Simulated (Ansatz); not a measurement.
# CdSe: the cost of one run

Method: DFT, at the level named in each step, in Ansatz 0.2.0.

### Step 1. The structure to begin with

It takes space group F-43m (No. 216, cubic). The conventional cell has a = 6.141 Å, b = 6.141 Å, c = 6.141 Å, α = 90.00°, β = 90.00°, γ = 90.00°. Cd (site symmetry -43m) is surrounded by 4 Se at 2.66 Å. Around Se (site symmetry -43m) lie 4 Cd at 2.66 Å.

Structure file:

```
Cd Se
1.0
     0.00000    3.07027    3.07027
     3.07027    0.00000    3.07027
     3.07027    3.07027    0.00000
Cd Se
1 1
Cartesian
  0.0000 0.0000 0.0000
  1.5351 1.5351 1.5351
```

Structure from a Materials Project entry, not relaxed further.

Atoms are numbered in the order of the input: Cd1, Se2.

### Step 2. No relativity, LAPW

Contents of input.yaml:

```yaml
crystal:
  lattice:
    - [0.0, 3.0702711986, 3.0702711986]
    - [3.0702711986, 0.0, 3.0702711986]
    - [3.0702711986, 3.0702711986, 0.0]
  atoms:
    - { symbol: Cd, position: [0.0, 0.0, 0.0] }
    - { symbol: Se, position: [0.25, 0.25, 0.25] }
kpoints:
  mp_grid: { grid: [8, 8, 8] }
  band_path:
    path:
      - [0.0, 0.0, 0.0]
      - [-0.5, -0.5, 0.0]
      - [-0.375, -0.375, 0.25]
      - [-0.375, 0.0, 0.375]
      - [0.0, 0.0, 0.0]
      - [0.0, 0.0, 0.5]
      - [-0.5, -0.25, 0.25]
      - [-0.5, -0.5, 0.0]
    npoints: 5
scf:
  occupations: { method: fermi_dirac, width: 0.03 }
hamiltonian:
  xc: pbe
  pseudopotentials:
    kind: all_electron
    lapw: { basis_error: 0.001 }
    relativity: none
output:
  forces: true
  stress: true
  eigenvalues: true
```

The run is started by

```sh
$ ansatz run input.yaml --threads 1 --pin off --max-ram 2048MiB --backend cpu --events-out ev --progress --plain --runs-dir out
```

**Question.** How long does this run take on 1 thread of Arm Neoverse V1, shared host?

About 19 s.
